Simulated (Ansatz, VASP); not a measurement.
# CdSe: VASP beside Ansatz

```
Cd Se
1.0
     4.34072    0.00000    0.00000
    -2.17036    3.75918    0.00000
     0.00000    0.00000    7.07665
Cd Se
2 2
Cartesian
  0.0000 2.5061 -0.0034
  2.1704 1.2531 3.5350
  0.0000 2.5061 2.6571
  2.1704 1.2531 6.1954
```

Alike in both runs: task single point; functional r2SCAN; k mesh 6 × 6 × 4; no spin polarisation.

|  | VASP | Ansatz |
| --- | --- | --- |
| version | VASP 6.6.1 | Ansatz 0.2.0 |
| potentials or method | VASP PAW PBE potentials, release 64 (Cd, Se) | plane waves, PAW |
| plane-wave cutoff (eV) | 520 | 500 |
| occupations | gaussian, width 0.01 eV | fixed |
| valence electrons in the cell | 36 | 72 |

VASP gave:

- gap on the k mesh at the Fermi level (eV): 1.09

Q: What did Ansatz give for the same quantities?

A: gap on the k mesh at the Fermi level (eV): 1.10.

The two sets of potentials don't hold the same shells in valence.

Caveats: the PAW data sets were made with another functional, which shifts forces and pressure a little (VASP). r2SCAN opens gaps a little over a GGA but as a rule still falls short of measured ones.
